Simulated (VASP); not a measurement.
Input of a VASP 6.6.1 run:

The input INCAR:

```
  PREC = Accurate
  ENCUT = 600
  EDIFF = 1E-8
  ISMEAR = 0
  SIGMA = 0.03
  LREAL = F
  LASPH = T
  NELM = 80
  ALGO = Normal
  ISIF = 2
  LWAVE = F
  LCHARG = F
  GGA = PS
  LEPSILON = T
```

KPOINTS

```
regular mesh
0
Monkhorst-Pack
  14 14 14
```

POSCAR

```
GaAs                                    
1.0
    0.0000000000      2.8313993253      2.8313993253
    2.8313993253      0.0000000000      2.8313993253
    2.8313993253      2.8313993253      0.0000000000
  Ga              As            
     1     1
Direct
     0.0000000000000000    0.0000000000000000    0.0000000000000000
     0.2500000000000000    0.2500000000000000    0.2500000000000000
```

Potentials or basis: VASP PAW PBE potentials, release 64 (Ga_d, As).

Run with:

```sh
$ cat potpaw_PBE.64/Ga_d/POTCAR potpaw_PBE.64/As/POTCAR > POTCAR
$ mpirun -np 1 vasp_std > vasp.out
```

(1) Predict the electronic dielectric tensor (diagonal).

(2) Predict the Born charges (mean of the diagonal).

Results:

(1) 14.13.

(2) Ga +2.11; As -2.11 e.

**What was measured.**

A printed reference work, textbook reports, for a bulk crystal of GaAs at 300 K: high-frequency dielectric constant 10.89.

Measured high-frequency dielectric constant of GaAs: 10.89 (300 K; a printed reference work, textbook). This calculation gives 14.13 (+29.7 %).
